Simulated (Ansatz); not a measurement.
**Straining AlGa3N4**

Method: DFT PBEsol, scalar-relativistic, plane waves, PAW in Ansatz. Run with 420 eV cutoff, 6×6×6 k-mesh, Gaussian smearing of 0.02 eV, no spin polarisation.

Reference structure (relaxed):

```yaml
crystal:
  lattice:
    - [4.46763, 0.00000, 0.00000]
    - [0.00000, 4.46763, 0.00000]
    - [0.00000, 0.00000, 4.46763]
  atoms:
    - { symbol: Al, position: [0.00000, 0.00000, 0.00000] }
    - { symbol: Ga, position: [0.50000, 0.50000, 0.00000] }
    - { symbol: Ga, position: [0.50000, 0.00000, 0.50000] }
    - { symbol: Ga, position: [0.00000, 0.50000, 0.50000] }
    - { symbol: N, position: [0.75503, 0.75503, 0.24497] }
    - { symbol: N, position: [0.75503, 0.24497, 0.75503] }
    - { symbol: N, position: [0.24497, 0.75503, 0.75503] }
    - { symbol: N, position: [0.24497, 0.24497, 0.24497] }
```

Deformation: uniaxial strain along a, with the lengths of b and c and the atoms relaxed and the angles held, all within the symmetry that the strain leaves. Energies are extrapolated to zero smearing. Gaps are Kohn–Sham gaps over the whole zone.

```
strain (%)  ΔE (meV/atom) a (Å) b (Å) c (Å) gap (eV)
      -3.0            5.0  4.334  4.517  4.517      2.23
      -1.5            1.3  4.401  4.492  4.492      2.26
      +0.0            0.0  4.468  4.468  4.468      2.29
      +1.5            1.4  4.535  4.444  4.444      2.23
      +3.0            5.5  4.602  4.422  4.422      2.16
```

Problem. What stiffness (1/V) d²E/dε² at zero strain does a cubic fit over all points give?

Solution. A cubic fit gives (1/V) d²E/dε² = 168 GPa at zero strain (Young's modulus along this axis, angles held).

Problem. How does the free axis b answer a small strain?

Solution. Between the innermost points its strain is -0.35 times the applied one.

Problem. How fast does the gap move with strain on either side?

Solution. 18 meV per percent on the compressed side and -42 meV per percent on the stretched side; it is direct at -1.5 %, direct at zero and direct at +1.5 %.

Cost: 5 runs of about 4.8 core-minutes in all, on Arm Neoverse V2 (shared hosts).